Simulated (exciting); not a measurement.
# GaAs (F-43m) in exciting: further runs, part 2 of 3

exciting (release sodium). Earlier steps stand in the parts before.

**3. Optical spectrum, LDA+D2**

run_exciting.py reads:

```python
import subprocess
import xml.etree.ElementTree as ET
from ase.io import read
from ase.units import Bohr

atoms = read("GaAs.cif")
rmt = {'As': 2.0, 'Ga': 2.0}  # bohr
tasks = """
<groundstate do="fromscratch" ngridk="4 4 4" rgkmax="8" gmaxvr="14" lmaxapw="10" lmaxmat="10" lmaxvr="8" xctype="LDA_PW" stype="Fermi Dirac" swidth="0.00367493" nempty="28" ValenceRelativity="iora*" epsengy="1e-05" epspot="1e-05" maxscl="60" outputlevel="high" vkloff="0.5 0.5 0.5" reducek="false"/>
<properties>
  <DFTD2/>
  <momentummatrix/>
  <dielmat intraband="false" wmax="0.8" wgrid="200" swidth="0.004" tevout="true">
    <epscomp>1 1</epscomp>
    <epscomp>2 2</epscomp>
    <epscomp>3 3</epscomp>
  </dielmat>
</properties>
"""

root = ET.Element("input")
ET.SubElement(root, "title").text = "GaAs"
structure = ET.SubElement(root, "structure", speciespath="./", tshift="false")
crystal = ET.SubElement(structure, "crystal", scale="1.0")
for vector in atoms.cell / Bohr:
    ET.SubElement(crystal, "basevect").text = " ".join(f"{x:.12f}" for x in vector)
symbols = atoms.get_chemical_symbols()
for element in dict.fromkeys(symbols):
    species = ET.SubElement(structure, "species", speciesfile=element + ".xml", rmt=str(rmt[element]))
    for symbol, position in zip(symbols, atoms.get_scaled_positions(wrap=False)):
        if symbol == element:
            ET.SubElement(species, "atom", coord=" ".join(f"{x:.12f}" for x in position))
root.extend(ET.fromstring("<tasks>" + tasks + "</tasks>"))
ET.indent(root)
ET.ElementTree(root).write("input.xml")
subprocess.run(["exciting_smp"], check=True)
```

GaAs.cif reads:

```cif
data_GaAs
_cell_length_a 3.99776961
_cell_length_b 3.99776961
_cell_length_c 3.99776961
_cell_angle_alpha 60.00000000
_cell_angle_beta 60.00000000
_cell_angle_gamma 60.00000000
_space_group_name_H-M_alt 'P1'
_space_group_name_Hall 'P 1'
_space_group_IT_number 1
loop_
_space_group_symop_operation_xyz
'x,y,z'
loop_
_atom_site_label
_atom_site_type_symbol
_atom_site_symmetry_multiplicity
_atom_site_Wyckoff_symbol
_atom_site_fract_x
_atom_site_fract_y
_atom_site_fract_z
_atom_site_occupancy
As1 As 1 a 0.7500000000 0.7500000000 0.7500000000 1
Ga1 Ga 1 a 0.0000000000 0.0000000000 0.0000000000 1
```

Potentials or basis: all-electron LAPW+lo, shipped species files, valence relativity iora*.

Command:

```bash
> OMP_NUM_THREADS=1 python run_exciting.py
```

Standard output:

```text
================================================================================
EXCITING SODIUM started
[... 10 lines left out ...]

 Lattice vectors (cartesian) :
      7.5546896771      0.0000000000      0.0000000000
      3.7773448385      6.5425531781      0.0000000000
      3.7773448385      2.1808510594      6.1683782913

 Reciprocal lattice vectors (cartesian) :
      0.8316933687     -0.4801783903     -0.3395373960
      0.0000000000      0.9603567806     -0.3395373960
      0.0000000000      0.0000000000      1.0186121879

 Unit cell volume                           :     304.8841806313
 Brillouin zone volume                      :       0.8135883368

 Species :    1 (As)
     parameters loaded from                 :    As.xml
     name                                   :    arsenic
     nuclear charge                         :     -33.00000000
     electronic charge                      :      33.00000000
     atomic mass                            :  136573.72190000
[... 89 lines left out ...]
 Exchange energy                            :      -147.84593070
 Correlation energy                         :        -5.74864253
 Sum of eigenvalues                         :     -2418.30814891
 Effective potential energy                 :     -6705.59052682
 Coulomb potential energy                   :     -6502.15378828
 xc potential energy                        :      -203.43673855
 Hartree energy                             :      1376.52564797
 Electron-nuclear energy                    :     -9255.20508422
[... 457 lines left out ...]
 RMS change in effective potential (target) :  0.450597E-09  ( 0.100000E-04)
 Absolute change in total energy   (target) :  0.458954E-06  ( 0.100000E-04)
 Charge distance                   (target) :  0.896890E-09  ( 0.100000E-04)

++++++++++++++++++++++++++++++++++++++++++++++++++++++++++++++++++++++++++++++++
| Convergency criteria checked for the last 2 iterations                       +
| Convergence targets achieved. Performing final SCF iteration                 +
++++++++++++++++++++++++++++++++++++++++++++++++++++++++++++++++++++++++++++++++
 Total energy                               :     -4199.42217155
 _______________________________________________________________
 Fermi energy                               :         0.18747627
 Kinetic energy                             :      4286.94823886
 Coulomb energy                             :     -8332.71540765
 Exchange energy                            :      -147.90586970
 Correlation energy                         :        -5.74913305
 Sum of eigenvalues                         :     -2418.85569415
 Effective potential energy                 :     -6705.80393301
 Coulomb potential energy                   :     -6502.28679805
 xc potential energy                        :      -203.51713496
 Hartree energy                             :      1377.39316830
 Electron-nuclear energy                    :     -9257.07313466
 Nuclear-nuclear energy                     :      -453.03544130
 Madelung energy                            :     -5081.57200863
 Core-electron kinetic energy               :         0.00000000

 DOS at Fermi energy (states/Ha/cell)       :         0.11569582

 Electron charges :
     core                                   :        36.00000000
     core leakage                           :         0.00785754
     valence                                :        28.00000000
     interstitial                           :         4.77832103
     charge in muffin-tin spheres :
                  atom     1    As          :        30.39159930
                  atom     2    Ga          :        28.83007967
     total charge in muffin-tins            :        59.22167897
     total charge                           :        64.00000000

++++++++++++++++++++++++++++++++++++++++++++++++++++++++++++++++++++++++++++++++
[... 9 lines left out ...]
| EXCITING SODIUM stopped                                                      =
================================================================================
```

input.xml:

```text
<input>
  <title>GaAs</title>
  <structure speciespath="./" tshift="false">
    <crystal scale="1.0">
      <basevect>7.554689677094 0.000000000000 0.000000000000</basevect>
      <basevect>3.777344838547 6.542553178071 0.000000000000</basevect>
      <basevect>3.777344838547 2.180851059357 6.168378291317</basevect>
    </crystal>
    <species speciesfile="As.xml" rmt="2.0">
      <atom coord="0.750000000000 0.750000000000 0.750000000000" />
    </species>
    <species speciesfile="Ga.xml" rmt="2.0">
      <atom coord="0.000000000000 0.000000000000 0.000000000000" />
    </species>
  </structure>
  <groundstate do="fromscratch" ngridk="4 4 4" rgkmax="8" gmaxvr="14" lmaxapw="10" lmaxmat="10" lmaxvr="8" xctype="LDA_PW" stype="Fermi Dirac" swidth="0.00367493" nempty="28" ValenceRelativity="iora*" epsengy="1e-05" epspot="1e-05" maxscl="60" outputlevel="high" vkloff="0.5 0.5 0.5" reducek="false" />
  <properties>
    <DFTD2 />
    <momentummatrix />
    <dielmat intraband="false" wmax="0.8" wgrid="200" swidth="0.004" tevout="true">
      <epscomp>1 1</epscomp>
      <epscomp>2 2</epscomp>
      <epscomp>3 3</epscomp>
    </dielmat>
  </properties>
</input>
```

Wall time 2.7 min (1 thread of Arm Neoverse V1, shared host); peak memory 0.34 GiB.

What came out:

- All electrons inside the program's atomic spheres: As 30.39; Ga 28.83 (radii As 2.0, Ga 2.0 bohr)
- Dispersion energy per atom: -0.333 eV

Levels at points of the mesh, in eV from the Fermi level:
```csv
k point,band 10,band 11,band 12,band 13,band 14,band 15,band 16,band 17,band 18,band 19
"(0.12, 0.12, 0.12)",-15.21,-13.00,-2.44,-0.64,-0.64,1.04,3.64,3.64,3.71,7.91
```

Dielectric function (mean over the directions given):
```
energy (eV)  real part  imaginary part
       0.33      17.75            0.21
       0.76      19.31            0.65
       1.31      26.24            3.28
       1.74      11.20           26.76
       2.29       3.61            5.31
       2.83      21.58           16.43
       3.27      16.80           10.81
       3.81      13.11           11.15
       4.25     -11.50           23.02
       4.79     -10.98           11.51
       5.33       4.38            8.35
       5.77     -11.59           15.69
       6.31      -4.77            3.06
       6.75      -6.19            6.63
       7.29      -5.57            2.99
       7.84      -2.53            0.88
       8.27      -1.43            3.32
       8.82      -2.43            1.87
       9.36      -2.20            1.34
       9.80      -2.26            1.06
      10.34      -1.67            0.55
      10.78      -0.89            0.43
      11.32      -0.49            1.72
      11.86      -1.39            0.45
      12.30      -0.92            0.28
      12.84      -0.47            0.37
      13.28      -0.50            0.73
      13.82      -0.25            0.36
      14.37      -0.29            0.30
      14.80      -0.07            0.39
      15.35      -0.14            0.26
      15.89       0.07            0.25
      16.33       0.07            0.33
      16.87       0.05            0.22
      17.31       0.21            0.26
      17.85       0.16            0.27
      18.39       0.21            0.15
      18.83       0.43            0.23
      19.37       0.42            0.24
      19.92       0.38            0.20
```

Caveat: the dispersion energy is computed afterwards and isn't part of the total energy; spectra need much finer meshes, so this one isn't converged; independent-particle spectra lack excitons.

**4. Optical spectrum, RGE2+D2**

Changes to run_exciting.py since step 3:

```diff
@@ -5,6 +5,8 @@
 
-atoms = read("GaAs.cif")
+atoms = read("POSCAR")
 rmt = {'As': 2.0, 'Ga': 2.0}  # bohr
 tasks = """
-<groundstate do="fromscratch" ngridk="4 4 4" rgkmax="8" gmaxvr="14" lmaxapw="10" lmaxmat="10" lmaxvr="8" xctype="LDA_PW" stype="Fermi Dirac" swidth="0.00367493" nempty="28" ValenceRelativity="iora*" epsengy="1e-05" epspot="1e-05" maxscl="60" outputlevel="high" vkloff="0.5 0.5 0.5" reducek="false"/>
+<groundstate do="fromscratch" ngridk="4 4 4" rgkmax="8" gmaxvr="14" lmaxapw="10" lmaxmat="10" lmaxvr="8" stype="Fermi Dirac" swidth="0.00183747" nempty="28" ValenceRelativity="iora*" epsengy="1e-05" epspot="1e-05" maxscl="60" outputlevel="normal" vkloff="0.5 0.5 0.5">
+  <libxc exchange="XC_GGA_X_RGE2" correlation="XC_GGA_C_RGE2"/>
+</groundstate>
 <properties>
@@ -12,3 +14,3 @@
   <momentummatrix/>
-  <dielmat intraband="false" wmax="0.8" wgrid="200" swidth="0.004" tevout="true">
+  <dielmat intraband="false" wmax="1" wgrid="200" swidth="0.01" tevout="true">
     <epscomp>1 1</epscomp>
```

POSCAR reads:

```
GaAs
1.0
    0.0000000000      2.8268500000      2.8268500000
    2.8268500000      0.0000000000      2.8268500000
    2.8268500000      2.8268500000      0.0000000000
As Ga
1 1
Direct
    0.7500000000      0.7500000000      0.7500000000
    0.0000000000      0.0000000000      0.0000000000
```

Potentials or basis: all-electron LAPW+lo, shipped species files, valence relativity iora*.

Command:

```bash
> OMP_NUM_THREADS=1 python run_exciting.py
```

Standard output:

```text
================================================================================
EXCITING SODIUM started
All units are atomic (Hartree, Bohr, etc.)
================================================================================

********************************************************************************
* Ground-state run starting from atomic densities                              *
********************************************************************************

++++++++++++++++++++++++++++++++++++++++++++++++++++++++++++++++++++++++++++++++
+ Starting initialization                                                      +
++++++++++++++++++++++++++++++++++++++++++++++++++++++++++++++++++++++++++++++++

 Lattice vectors (cartesian) :
      0.0000000000      5.3419722988      5.3419722988
      5.3419722988      0.0000000000      5.3419722988
      5.3419722988      5.3419722988      0.0000000000

 Reciprocal lattice vectors (cartesian) :
     -0.5880960211      0.5880960211      0.5880960211
      0.5880960211     -0.5880960211      0.5880960211
      0.5880960211      0.5880960211     -0.5880960211

 Unit cell volume                           :     304.8841803555
 Brillouin zone volume                      :       0.8135883376

 Species :    1 (As)
     parameters loaded from                 :    As.xml
     name                                   :    arsenic
[... 73 lines left out ...]
********************************************************************************
 Output level for this task is set to normal

++++++++++++++++++++++++++++++++++++++++++++++++++++++++++++++++++++++++++++++++
+ Self-consistent loop started                                                 +
++++++++++++++++++++++++++++++++++++++++++++++++++++++++++++++++++++++++++++++++
 Density and potential initialised from atomic data

++++++++++++++++++++++++++++++++++++++++++++++++++++++++++++++++++++++++++++++++
+ SCF iteration number :    1                                                  +
++++++++++++++++++++++++++++++++++++++++++++++++++++++++++++++++++++++++++++++++
 Total energy                               :     -4201.25852256
 _______________________________________________________________
 Fermi energy                               :         0.19567100
 Kinetic energy                             :      4291.72160399
 Coulomb energy                             :     -8336.42237964
 Exchange energy                            :      -153.15852414
 Correlation energy                         :        -3.39922278
[... 362 lines left out ...]
 RMS change in effective potential (target) :  0.116493E-08  ( 0.100000E-04)
 Absolute change in total energy   (target) :  0.122934E-05  ( 0.100000E-04)
 Charge distance                   (target) :  0.953599E-09  ( 0.100000E-04)

++++++++++++++++++++++++++++++++++++++++++++++++++++++++++++++++++++++++++++++++
| Convergency criteria checked for the last 2 iterations                       +
| Convergence targets achieved. Performing final SCF iteration                 +
++++++++++++++++++++++++++++++++++++++++++++++++++++++++++++++++++++++++++++++++
 Total energy                               :     -4202.31113859
 _______________________________________________________________
 Fermi energy                               :         0.19902690
 Kinetic energy                             :      4291.29568032
 Coulomb energy                             :     -8337.00243856
 Exchange energy                            :      -153.20373925
 Correlation energy                         :        -3.40064109

 DOS at Fermi energy (states/Ha/cell)       :         0.00012196

 Electron charges :
     core                                   :        36.00000000
     core leakage                           :         0.00766622
     valence                                :        28.00000000
     interstitial                           :         4.82696496
     charge in muffin-tin spheres :
                  atom     1    As          :        30.36808520
                  atom     2    Ga          :        28.80494984
     total charge in muffin-tins            :        59.17303504
     total charge                           :        64.00000000

++++++++++++++++++++++++++++++++++++++++++++++++++++++++++++++++++++++++++++++++
+ Self-consistent loop stopped                                                 +
++++++++++++++++++++++++++++++++++++++++++++++++++++++++++++++++++++++++++++++++
 STATE.OUT is written

********************************************************************************
* Groundstate module stopped                                                   *
********************************************************************************

================================================================================
| EXCITING SODIUM stopped                                                      =
================================================================================
```

Run time: 65 s. Hardware: 1 thread of Arm Neoverse V1, shared host; peak memory 0.34 GiB.

Results:

```
All electrons inside the program's atomic spheres : As 30.37; Ga 28.80 (radii As 2.0, Ga 2.0 bohr)
Dispersion energy per atom                        : -0.333 eV
```

Dielectric function (mean over the directions given):
| energy (eV) | real part | imaginary part |
| --- | --- | --- |
| 0.27 | 15.72 | 0.30 |
| 1.22 | 19.24 | 2.82 |
| 2.31 | 6.96 | 11.56 |
| 3.27 | 11.24 | 12.43 |
| 4.35 | -4.16 | 19.33 |
| 5.31 | -0.13 | 8.99 |
| 6.39 | -4.79 | 5.54 |
| 7.48 | -4.21 | 2.67 |
| 8.44 | -1.93 | 3.02 |
| 9.52 | -2.41 | 1.78 |
| 10.48 | -1.49 | 0.75 |
| 11.56 | -1.41 | 1.16 |
| 12.52 | -0.76 | 0.43 |
| 13.61 | -0.47 | 0.41 |
| 14.69 | -0.14 | 0.34 |
| 15.65 | -0.05 | 0.27 |
| 16.73 | 0.07 | 0.27 |
| 17.69 | 0.21 | 0.25 |
| 18.78 | 0.34 | 0.23 |
| 19.86 | 0.37 | 0.24 |

Caveat: the dispersion energy is computed afterwards and isn't part of the total energy; spectra need much finer meshes, so this one isn't converged; independent-particle spectra lack excitons.

(Continued in part 3 of 3.)
